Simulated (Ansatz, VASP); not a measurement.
One calculation of Ir, two programs

POSCAR

```
Ir
1.0
    0.0000000000      1.9228496764      1.9228496764
    1.9228496764      0.0000000000      1.9228496764
    1.9228496764      1.9228496764      0.0000000000
Ir
1
Direct
    0.0000000000      0.0000000000      0.0000000000
```

File INCAR.step1:

```
PREC = Accurate
ENCUT = 520
ISMEAR = -1
SIGMA = 0.01
LREAL = F
LASPH = T
NELM = 100
NBANDS = 10
GGA = PE
ALGO = Normal
EDIFF = 1E-4
LWAVE = T
LCHARG = F
```

The input INCAR.step2:

```
PREC = Accurate
ENCUT = 520
EDIFF = 1E-7
ISMEAR = -1
SIGMA = 0.01
LREAL = F
LASPH = T
NELM = 100
ALGO = Normal
ISIF = 2
LWAVE = F
LCHARG = F
METAGGA = R2SCAN
LMIXTAU = T
NBANDS = 10
ISTART = 1
```

Contents of KPOINTS:

```
regular mesh
0
Gamma
  14 14 14
```

Input for Ansatz:

```yaml
crystal:
  lattice:
    - [0.0, 1.9228496764, 1.9228496764]
    - [1.9228496764, 0.0, 1.9228496764]
    - [1.9228496764, 1.9228496764, 0.0]
  atoms:
    - { symbol: Ir, position: [0.0, 0.0, 0.0] }
hamiltonian:
  xc: r2scan
  pseudopotentials:
    kind: paw
    azcp:
      Ir: "pseudopotentials/Ir.paw.azcp"
basis:
  ecutwfc: 500
  fft_grid_basis: typed
kpoints:
  mp_grid: { grid: [14, 14, 14], shift: [0, 0, 0] }
magnetization:
  spin_polarized: false
scf:
  occupations: { method: fermi_dirac, width: 0.01 }
  lower_state_search: "off"
output:
  stress: true
```

Alike in both runs: task single point; functional r2SCAN; k mesh 14 × 14 × 14; occupations fermi-dirac, width 0.01 eV; no spin polarisation.

```csv
,VASP,Ansatz
version,VASP 6.6.1,Ansatz 0.2.0
potentials or method,"VASP PAW PBE potentials, release 64 (Ir)","plane waves (500 eV) with PAW, scalar-relativistic"
plane-wave cutoff (eV),520,500
valence electrons in the cell,9,17
```

```csv
,VASP,Ansatz,Ansatz less VASP
pressure (GPa),2.2,-0.2,-2.46
```

The two sets of potentials don't hold the same shells in valence.

Caveats: the PAW data sets were made with another functional, which shifts forces and pressure a little (VASP). The runs have no spin-orbit coupling, so splittings on Ir are missing.
